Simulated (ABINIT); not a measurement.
Runs of ABINIT 10.8.3 (patched build) on TiCo. It takes space group Pm-3m (No. 221, cubic). The conventional cell has a = 2.986 Å, b = 2.986 Å, c = 2.986 Å, α = 90.00°, β = 90.00°, γ = 90.00°. Co (site symmetry m-3m) is surrounded by 8 Ti at 2.59 Å. Around Ti (site symmetry m-3m) lie 8 Co at 2.59 Å. The cell comes from a database or a generator and needn't be the stable form of this composition.

```csv
task,level,potentials or basis,k mesh,mesh quality,gap on the mesh (eV),moment (μB)
band structure,LDA-PZ,JTH PAW LDA v2.0,9 × 9 × 9,not flagged,none,(a)
band structure,HCTH407,JTH PAW PBE v2.0,9 × 9 × 9,not flagged,none,(b)
single point,PBEsol,JTH PAW PBE v2.0,4 × 4 × 4,coarse,none,0.51
single point,LDA,JTH PAW LDA v2.0,7 × 7 × 7,not flagged,none,0.68
single point,PBE,JTH PAW PBE v2.0,7 × 7 × 7,not flagged,none,0.83
```

Alike in all rows: spin collinear, ferromagnetic start; cell as given; cutoff (eV) 544; smearing fermi-dirac 0.05 eV.

Problem. Estimate the missing entries.

Solution. (a) 0.45; (b) 0.81.

Caveats: some runs use coarse meshes; small starting moments can end in a higher magnetic state in this program.

A gap of «none» marks a metal or a gap under the smearing width.
